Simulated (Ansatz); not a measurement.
# WC (Qusongite) (P-6m2) in Ansatz: further runs

Aim: see how the results for WC (Qusongite) move with the level of theory and the settings. Levels: PBE, PBEsol. Tasks: band structure, elastic constants.

Everything below comes from runs of Ansatz 0.2.0. Logs are shortened: lines on timing, memory, paths and dates and some standing lists are left out, and cuts for length are marked.

### Step 1. Starting point

The structure is hexagonal, space group P-6m2 (No. 187). Conventional cell: a = 2.907 Å, b = 2.907 Å, c = 2.837 Å, α = 90.00°, β = 90.00°, γ = 120.00°. W (site symmetry -6m2) has 6 C at 2.20 Å as nearest neighbours. C (site symmetry -6m2) is surrounded by 6 W at 2.20 Å.

### Step 2. Band structure, PBE

Contents of input.yaml:

```yaml
crystal:
  lattice:
    - [2.9065, 0.0, 0.0]
    - [-1.45325, 2.5171028361, 0.0]
    - [0.0, 0.0, 2.8366]
  atoms:
    - { symbol: W, position: [0.0, 0.0, 0.0] }
    - { symbol: C, position: [0.6666666667, 0.3333333333, 0.5] }
kpoints:
  mp_grid: { grid: [10, 10, 9] }
  band_path:
    path:
      - [0.0, 0.0, 0.0]
      - [0.5, 0.0, 0.0]
      - [0.3333333333, 0.3333333333, 0.0]
      - [0.0, 0.0, 0.0]
      - [0.0, 0.0, 0.5]
      - [0.5, 0.0, 0.5]
      - [0.3333333333, 0.3333333333, 0.5]
      - [0.0, 0.0, 0.5]
    npoints: 12
scf:
  occupations: { method: fermi_dirac, width: 0.05 }
hamiltonian:
  xc: pbe
  pseudopotentials: { kind: all_electron, lapw: { basis_error: 0.001 } }
output:
  forces: true
  stress: true
  eigenvalues: true
```

Potentials or basis: all-electron LAPW, scalar-relativistic.

On the command line:

```bash
$ ansatz run input.yaml --threads 1 --pin off --max-ram 3072MiB --backend cpu --events-out ev --progress --plain --runs-dir out
```

Standard output:

```text
Warning: RAYON_NUM_THREADS=1 ignored (pool sized by the plan → 1); use --threads N
LAPW: plane waves up to 9.373 Å⁻¹, error target 1.0e-3 eV per atom; small_component_spin mean_spin; C in spheres of 0.906 Å, 6 of its electrons in bands, Dirac shells []; W in spheres of 1.292 Å, 44 of its electrons in bands, Dirac shells [] (how accurate: hamiltonian.pseudopotentials.lapw.basis_error, Limitations)
Engine: ansatz 0.2.0, x86_64-unknown-linux-gnu
Pseudopotentials: kind: all_electron
Pseudopotential: W, LAPW, valence charge 44, lapw/all_electron/scalar/gaussian/W, Koelling and Harmon's equation, gaussian nucleus
Pseudopotential: C, LAPW, valence charge 6, lapw/all_electron/scalar/gaussian/C, Koelling and Harmon's equation, gaussian nucleus
Functional definition: PBE
  parameter kappa = 0.804
  parameter beta = 0.06672455060314922
  exchange = pbe_x(kappa = kappa, mu = beta*pi^2/3)
  correlation = pbe_c(beta = beta)
Crystal: 2 atoms, lattice volume = 20.752 Å³
Basis set: ecut = 334.72729204108924 eV, 315 PW (Γ), exchange–correlation at level 2
Bands: 30, of which v1, the nominal top of the filled ones, is band 25 counted from 1 (24 counted from 0)
Symmetry: 12 space group operations
Space group: P-6m2 (ITA 187), of the structure as read, at distance tolerance 2.7e-5 Å
k-points: 70 of 900 (time reversal used)
Non-local potential: W, projectors of the file, none
Non-local potential: C, projectors of the file, none
Initial density: superposition of atomic densities (chi_scale 0.1, normalization cell, long waves kept (reshape's long-wave potential 0.00 eV rms))
Initial wavefunctions: plane waves of lowest kinetic energy (no species holds an atomic orbital)
Functional: x = pbe(κ = 0.804, μ = 0.2195149727645171), c = pbe(β = 0.06672455060314922)
iter 1 solved again at ethr=8.04e-3 eV; its pass at ethr=1.00e-1 eV (dr2=4.02e0 eV) is discarded
SCF iter   1: F=—  HF=-440240.906960 eV  |F-HF|=—  |Δ(HF+E_count)|=         —  Δρ=1.26e-1  dr2=4.02e0  ethr=8.04e-3  ⟨swp⟩=2.0  Hψ=13002  notcnv=0
preconditioner: auto → none  [insulator: Δε(μ)=0.148 eV  Ē_g=27.549 eV  σ=0.050 eV  W_gap=0.52  n_scr=8 (ndim 8)  ℏωp=44.6 eV  f_vac=0.000  D(μ)=0.20/eV (n_scr^D=0)  ε∞_Penn≈3.6]
SCF iter   2: F=—  HF=-440240.250072 eV  |F-HF|=—  |Δ(HF+E_count)|=   6.57e-1  Δρ=8.72e-2  dr2=2.01e0  ethr=8.04e-3  ⟨swp⟩=3.0  Hψ=6530  notcnv=0
iter 3 solved again at ethr=6.29e-5 eV; its pass at ethr=4.02e-3 eV (dr2=3.15e-2 eV) is discarded
SCF iter   3: F=—  HF=-440239.377664 eV  |F-HF|=—  |Δ(HF+E_count)|=   8.72e-1  Δρ=1.54e-2  dr2=3.15e-2  ethr=6.29e-5  ⟨swp⟩=2.0  Hψ=10871  notcnv=0
SCF iter   4: F=—  HF=-440239.377345 eV  |F-HF|=—  |Δ(HF+E_count)|=         —  Δρ=3.18e-3  dr2=1.55e-3  ethr=6.29e-5  ⟨swp⟩=2.0  Hψ=6266  notcnv=0
the basis was enlarged: its passes take 874.4 KiB over the memory plan, 1 of 1 planned eigensolver slots
SCF iter   5: F=—  HF=-440239.375613 eV  |F-HF|=—  |Δ(HF+E_count)|=   1.73e-3  Δρ=1.33e-3  dr2=4.67e-4  ethr=3.11e-6  ⟨swp⟩=2.0  Hψ=6116  notcnv=0
SCF iter   6: F=—  HF=-440239.375241 eV  |F-HF|=—  |Δ(HF+E_count)|=   3.73e-4  Δρ=3.40e-4  dr2=2.22e-5  ethr=9.34e-7  ⟨swp⟩=2.0  Hψ=6116  notcnv=0
SCF iter   7: F=-440239.375222 eV  HF=-440239.375222 eV  |F-HF|=5.24e-8  |Δ(HF+E_count)|=   1.87e-5  Δρ=2.73e-5  dr2=9.16e-8  ethr=4.45e-8  ⟨swp⟩=2.2  Hψ=6128  notcnv=0
SCF 1 converged in 7 iterations: F = -440239.375222 eV  dr2 = 9.16e-8
NSCF: frozen V_eff on 85 k-points
SCF converged after 7 iterations
Free energy (F): -440239.375222 eV
Harris-Foulkes:  -440239.375222 eV  (|F-HF|=5.24e-8)
Internal energy: -440239.373346 eV  (E = F + TS)
E sigma→0 (E₀):  -440239.374284 eV
Entropy (-TS):   -0.001876 eV (-0.938 meV/atom)
Fermi energy:    25.662375 eV
--- Per-component energies (eV) ---
  E_band       = -4906.560279
  E_kinetic    = 492919.214449
  E_xc         = -8981.250592
  E_electrostatic = -924177.337204  (all electrons and nuclei)
  E_smearing   = -0.001876  (= −TS)
  E_closure    = 0.000000  (closes the sum)
  E_atoms      = -440218.421447  (free atoms, spherical and without spin; not in F)
  Σ components = -440239.375222   (vs F -440239.375222, Δ=0.00e0)
  Basis errors (estimates in eV, not in F): energy 3.6e-4 per atom: plane waves 3.2e-4 (1.8e-4 summed), levels above the bands 7.9e-105, relativity 4.3e-8, radial functions 3.6e-5, core shells 1.6e-7; eigenvalues (radial functions only) 2.6e-6; not estimated: angular momenta, meshes, grids; target (lapw.basis_error) 1.0e-3; muffin-tin radii C 0.906 Å, W 1.292 Å
--- Forces (eV/Å), atoms counted from 1 ---
  atom   1  W     -0.00000000     0.00000000     0.00000000
  atom   2  C      0.00000000    -0.00000000     0.00000000
  max |Σ_I F_I| component: 2.78e-17 eV/Å
--- Stress (GPa, compression-positive) ---
        5.973607       0.000000      -0.000000
        0.000000       5.973607      -0.000000
       -0.000000      -0.000000       5.143325
  P = ⅓ Tr σ = 5.6968 GPa (56.968 kbar)
--- Band table (eV; the first three rows and the last of 70) ---
  k-point 0: bands = ["-392.2143", "-392.2143", "-392.2118", "-239.6118", "-207.2781", "-207.2781", "-207.2718", "-207.2718", "-207.2623", "-48.2680", "-12.2932", "-12.1862", "-12.1862", "-2.4640", "-2.4570", "-2.4570", "-2.4483", "-2.4483", "-2.4361", "-2.4211", "11.2185", "21.3542", "22.3287", "22.3287", "25.7463", "28.9026", "28.9026", "31.2748", "31.2748", "32.0430"]
  k-point 1: bands = ["-392.2143", "-392.2143", "-392.2118", "-239.6118", "-207.2781", "-207.2781", "-207.2718", "-207.2718", "-207.2623", "-48.2632", "-12.3843", "-12.1783", "-12.1783", "-2.4639", "-2.4578", "-2.4578", "-2.4463", "-2.4463", "-2.4398", "-2.4211", "11.5180", "21.1816", "22.4645", "22.4645", "25.7429", "27.9904", "27.9904", "31.7508", "31.7508", "32.2761"]
  k-point 2: bands = ["-392.2143", "-392.2143", "-392.2118", "-239.6118", "-207.2781", "-207.2781", "-207.2718", "-207.2718", "-207.2623", "-48.2511", "-12.6096", "-12.1583", "-12.1583", "-2.4636", "-2.4599", "-2.4599", "-2.4487", "-2.4413", "-2.4413", "-2.4210", "12.3541", "20.3646", "22.8363", "22.8363", "26.3157", "26.6048", "26.6048", "31.7573", "31.7573", "32.8728"]
  k-point 69: bands = ["-392.2143", "-392.2143", "-392.2118", "-239.6118", "-207.2781", "-207.2781", "-207.2718", "-207.2718", "-207.2623", "-48.1648", "-12.8266", "-12.7280", "-12.5737", "-2.4608", "-2.4552", "-2.4549", "-2.4503", "-2.4427", "-2.4406", "-2.4341", "14.7059", "18.6567", "20.2359", "23.7691", "24.9270", "30.1157", "31.9739", "32.7682", "35.1409", "35.2105"]
```

Run time: 56 s. Hardware: 1 thread of Intel Xeon at 2.50GHz (Skylake/Cascade Lake), shared host; peak memory 0.37 GiB.

Results:

* Free energy: -440239.3752 eV
* Pressure: 5.7 GPa
* Band gap along the path: none (metal or under the smearing width)

Stress tensor (GPa, compression positive):
```
5.97 0.00 0.00
0.00 5.97 0.00
0.00 0.00 5.14
```

Levels at the corners of the path, in eV from the Fermi level:
```
point  band 22  band 23  band 24  band 25  band 26  band 27  band 28  band 29
    Γ    -4.31    -3.33    -3.33     0.08     3.24     3.24     5.61     5.61
    M    -7.03    -3.62    -3.56    -0.46     2.35     4.54     4.88     6.86
    K    -6.56    -4.55    -3.45     0.62     0.98     2.06     3.22     9.19
    Γ    -4.31    -3.33    -3.33     0.08     3.24     3.24     5.61     5.61
    A    -8.64    -2.01    -2.01    -0.58    -0.58     3.66     4.53     4.53
    L    -6.45    -4.32    -4.18     0.30     4.44     5.31     6.64     9.18
    H    -7.21    -5.39    -1.61    -0.64     4.41     6.39     7.60     9.14
    A    -8.64    -2.01    -2.01    -0.58    -0.58     3.66     4.53     4.53
```

Caveat: spin-orbit coupling is left out, which moves the levels of the heavy elements.

### Step 3. Elastic constants, PBEsol

Contents of input.yaml:

```yaml
crystal:
  lattice:
    - [2.9065, 0.0, 0.0]
    - [-1.45325, 2.5171028361, 0.0]
    - [0.0, 0.0, 2.8366]
  atoms:
    - { symbol: W, position: [0.0, 0.0, 0.0] }
    - { symbol: C, position: [0.6666666667, 0.3333333333, 0.5] }
kpoints:
  mp_grid: { grid: [7, 7, 7] }
scf:
  occupations: { method: fermi_dirac, width: 0.05 }
hamiltonian:
  xc: pbesol
  pseudopotentials: { kind: all_electron, lapw: { basis_error: 0.001 } }
output:
  forces: true
  stress: true
elastic:
  mode: relaxed_ion
  stencil: two_point
```

Potentials or basis: all-electron LAPW, scalar-relativistic.

On the command line:

```bash
$ ansatz run input.yaml --threads 1 --pin off --max-ram 3072MiB --backend cpu --events-out ev --progress --plain --runs-dir out
```

Standard output:

```text
Warning: RAYON_NUM_THREADS=1 ignored (pool sized by the plan → 1); use --threads N
LAPW: plane waves up to 9.697 Å⁻¹, error target 1.0e-3 eV per atom; small_component_spin mean_spin; C in spheres of 0.872 Å, 6 of its electrons in bands, Dirac shells []; W in spheres of 1.259 Å, 44 of its electrons in bands, Dirac shells [] (how accurate: hamiltonian.pseudopotentials.lapw.basis_error, Limitations)
[... 4 set-up lines as earlier in the session ...]
Functional definition: PBEsol
  exchange = pbesol_x
  correlation = pbesol_c
Crystal: 2 atoms, lattice volume = 20.752 Å³
Basis set: ecut = 358.23813188189814 eV, 315 PW (Γ), exchange–correlation at level 2
Bands: 30, of which v1, the nominal top of the filled ones, is band 25 counted from 1 (24 counted from 0)
[... 2 set-up lines as earlier in the session ...]
k-points: 32 of 343 (time reversal used)
[... 4 set-up lines as earlier in the session ...]
Functional: x = pbesol(κ = 0.804, μ = 0.12345679012345678), c = pbesol(β = 0.046)
[... 224 lines left out ...]
  k-point 1: bands = ["-391.8924", "-391.8880", "-391.8880", "-238.4359", "-207.1855", "-207.1855", "-207.1737", "-207.1737", "-207.1710", "-48.3580", "-12.5503", "-12.2644", "-12.2644", "-2.5577", "-2.5577", "-2.5576", "-2.5466", "-2.5466", "-2.5441", "-2.5146", "11.5809", "20.8707", "22.4058", "22.4058", "25.6763", "27.4182", "27.4182", "31.7247", "31.7247", "32.2830"]
  k-point 2: bands = ["-391.8924", "-391.8880", "-391.8880", "-238.4359", "-207.1855", "-207.1855", "-207.1737", "-207.1737", "-207.1710", "-48.3405", "-12.8699", "-12.2354", "-12.2354", "-2.5607", "-2.5607", "-2.5573", "-2.5565", "-2.5393", "-2.5393", "-2.5145", "12.8971", "19.4386", "22.9648", "22.9648", "25.7849", "25.7849", "26.9107", "31.2313", "31.2313", "33.2022"]
  k-point 31: bands = ["-391.8924", "-391.8880", "-391.8880", "-238.4359", "-207.1855", "-207.1855", "-207.1737", "-207.1737", "-207.1710", "-48.2639", "-12.9318", "-12.8398", "-12.6338", "-2.5607", "-2.5554", "-2.5508", "-2.5496", "-2.5433", "-2.5418", "-2.5283", "14.5993", "18.6560", "20.0595", "23.4291", "24.6998", "30.0391", "31.7292", "32.2131", "34.9043", "35.2183"]
--- Elastic constants: 3 strain directions × 2 members + reference (group order 12) ---
  dense FFT box of the reference and of every strained cell: 18×18×18
  strains applied: 11, 33, 23; error gains: componentwise 1.00 (the most a stress slope's error grows in a printed constant), spectral 1.41 (1 for all six strains in a standard setting)
  C = ∂σ_k/∂η_j (tension-positive GPa; Voigt order 11 22 33 23 13 12):
       686.975    263.318    179.261     -0.000     -0.000      0.000
       263.318    686.975    179.261      0.000      0.000     -0.000
       178.464    178.464    958.355     -0.000     -0.000     -0.000
        -0.000      0.000     -0.000    315.543     -0.000     -0.000
         0.000     -0.000      0.000     -0.000    315.543      0.000
         0.000     -0.000      0.000      0.000      0.000    211.828
  reference stress σ⁰ (GPa):      2.790      2.790      3.663      0.000      0.000     -0.000
  no Pulay correction (none for the plane-wave cutoff is built on LAPW): the batch's stresses and constants are at fixed plane waves
  C* (energy form; C + prestress term) asymmetry max|C*_kj − C*_jk| = 7.575e-2 GPa — a small one proves nothing (zero by symmetry where the batch's group is 432, −43m or m−3m); a large one is finite-difference/SCF noise where every solve meets its electron count
  moduli (Voigt/Reuss/Hill, GPa): K = 397.15/393.55/395.35   G = 282.67/268.90/275.78   E = 671.27   ν = 0.217
  mechanically stable: yes (min eigenvalue of sym C = 211.83 GPa)
  the stresses are not corrected for the forces that the relaxations left standing (`elastic.f_tol`)
  where every solve meets its electron count the energy-path curvature estimates C_jj along a normal strain and C_jj − ¼(σ⁰_aa + σ⁰_bb) along a shear (ab), closely only under elastic.basis: deformed
  strain η (Voigt 11):  stress-route row diagonal C_11 = 686.97 GPa, energy-path curvature d²(F+E_count)/dδ²/Ω₀ = 686.77 GPa
         δ    σ_11 (GPa)             F (eV)   n_scf  n_hpsi   n_pw
    -2.000e-3       1.4098     -440107.0698355       2   14707    332   relax 3 steps, max|allowed force component| 3.92e-7 eV/Å
     2.000e-3       4.1577     -440107.0683912       2   14724    332   relax 3 steps, max|allowed force component| 2.77e-8 eV/Å
  strain η (Voigt 33):  stress-route row diagonal C_33 = 958.36 GPa, energy-path curvature d²(F+E_count)/dδ²/Ω₀ = 958.25 GPa
         δ    σ_33 (GPa)             F (eV)   n_scf  n_hpsi   n_pw
    -2.000e-3       1.7330     -440107.0699908       8   29864    332   relax 0 steps, max|allowed force component| 3.70e-17 eV/Å
     2.000e-3       5.5665     -440107.0680953       8   29799    332   relax 0 steps, max|allowed force component| 3.70e-17 eV/Å
  strain η (Voigt 23):  stress-route row diagonal C_44 = 315.54 GPa, energy-path curvature d²(F+E_count)/dδ²/Ω₀ = 313.93 GPa
         δ    σ_23 (GPa)             F (eV)   n_scf  n_hpsi   n_pw
    -2.000e-3      -0.6311     -440107.0692100       2   22851    332   relax 2 steps, max|allowed force component| 2.17e-5 eV/Å
     2.000e-3       0.6311     -440107.0692100       2   22759    332   relax 5 steps, max|allowed force component| 3.49e-5 eV/Å
```

elastic.tsv:

```text
# convention: tension-positive GPa; Voigt order 11 22 33 23 13 12; engineering shear strains; stresses and constants hold the Pulay correction, whose part of sigma0, of c and of each member's stress the lines and columns named pulay_correction_..._gpa give (of c_energy it is that of c and, on the columns of strains 1 to 3, that of sigma0; of a layer's constants it is that of c in the plane, times a tenth of its plane spacing in ang); where a line pulay_correction_withheld stands none holds it
[... 15 lines left out ...]
6	8.9320462653e-14	-2.9774421223e-14	1.9901983352e-14	0.0000000000e0	0.0000000000e0	2.1182847000e2	8.6170551444e-14	-3.2924332432e-14	1.6752072143e-14	0.0000000000e0	0.0000000000e0	2.1182847000e2	nan	nan	nan	nan	nan	nan
```

It took 10 min on 1 thread of Intel Xeon at 2.50GHz (Skylake/Cascade Lake), shared host; peak memory 0.45 GiB.

What came out:

```
Free energy            : -440107.0693 eV
Pressure               : -3.1 GPa
Band gap on the k mesh : none (metal or under the smearing width)
Voigt bulk modulus     : 397 GPa
```

Stress tensor (GPa, compression positive):
```
-2.79  0.00  0.00
 0.00 -2.79  0.00
 0.00  0.00 -3.66
```

Levels at points of the mesh, in eV from the Fermi level:
```csv
k point,band 23,band 24,band 25,band 26,band 27,band 28
"(0.00, 0.00, 0.00)",-3.44,-3.44,0.00,3.11,3.11,5.53
```

Elastic tensor in Voigt notation (GPa, in the Cartesian axes of the cell as first typed):
```
687 263 179   0   0   0
263 687 179   0   0   0
178 178 958   0   0   0
  0   0   0 316   0   0
  0   0   0   0 316   0
  0   0   0   0   0 212
```

Caveat: the k mesh is thin for a metal, which can move the energy by tens of meV per atom; a metal's response needs a denser mesh; the cell is more than 3 GPa from zero pressure, which shifts response properties; elastic constants of metals need much finer meshes, so these are rough.
